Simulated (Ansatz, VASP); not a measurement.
**One calculation of Pd, two programs**

```
Pd
1.0
     0.00000    1.89628    1.94490
     1.89628    0.00000    1.94490
     1.89628    1.89628    0.00000
Pd
1
Direct
  0.00000 0.00000 0.00000
```

Change from the starting cell: strain -0.025 along x and y, +0.000 along z, atoms carried along.

Alike in both runs: task single point; functional PBE; k mesh 8 × 8 × 8; occupations gaussian, width 0.15 eV; no spin polarisation.

```csv
,VASP,Ansatz
version,VASP 6.6.1,Ansatz 0.2.0
potentials or method,"VASP PAW PBE potentials, release 64 (Pd)","scalar-relativistic, plane waves, PAW"
plane-wave cutoff (eV),520,420
valence electrons in the cell,10,18
```

|  | VASP | Ansatz | Ansatz less VASP |
| --- | --- | --- | --- |
| gap on the k mesh at the Fermi level (eV) | none | none | - |
| pressure (GPa) | 20.3 | 20.7 | +0.42 |
| largest component of the traceless stress (GPa) | 1.30 | 1.31 | +0.017 |

A gap of «none» marks a metal or a gap that the smearing closes. The two sets of potentials don't hold the same shells in valence.

Caveats: so large a pressure means that the cell lies far from this level's equilibrium, or that cutoff or potentials fall short (VASP).
